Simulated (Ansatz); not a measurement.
# A point defect in WC

Level of theory: DFT PBE, scalar-relativistic, plane waves, PAW (Ansatz 0.2.0). (420 eV cutoff, 5×5×5 k-mesh, Gaussian smearing of 0.10 eV, no spin polarisation)

Host crystal, relaxed:

```
W C
1.0
     2.92173    0.00000    0.00000
    -1.46087    2.53030    0.00000
     0.00000    0.00000    2.84713
W C
1 1
Direct
  0.00000 0.00000 0.00000
  0.66667 0.33333 0.50000
```

Supercell of 32 atoms, rows in host cell vectors: 1 -1 2; 1 -1 -2; 1 3 0. Atoms relax at the host's cell from a start displaced at random by 0.06 Å near the defect, so other minima may exist. The cell is small, so energies carry finite-size errors of tenths of an eV. The host is a metal. Atoms are taken from and returned to the elements' standard states.

Spin-orbit coupling is left out, which matters for the bands and energies of heavy elements.

The defect is an interstitial at (0.083, 0.167, 0.500) of the host cell.

```tsv
charge	E_f at the valence band top (eV)	moment (μB)	largest move (Å)	atoms near the site
0	0.69	0.00	1.89	3 W at 1.75 Å, 3 C at 2.21 Å, 2 C at 2.24 Å, 1 C at 2.25 Å
```

Q: Which element is it? Judge by the nearest distance in charge 0 and covalent radii.
A. H
B. Li
C. Hg
D. Cl
E. Cd

A: A. The nearest neighbour is W at 1.75 Å, and the summed covalent radii with W are 3.06 Å for Cd, 2.64 Å for Cl, 1.93 Å for H, 2.94 Å for Hg, 2.90 Å for Li, so H fits best. Bonds can miss such sums by a tenth of an ångström or more.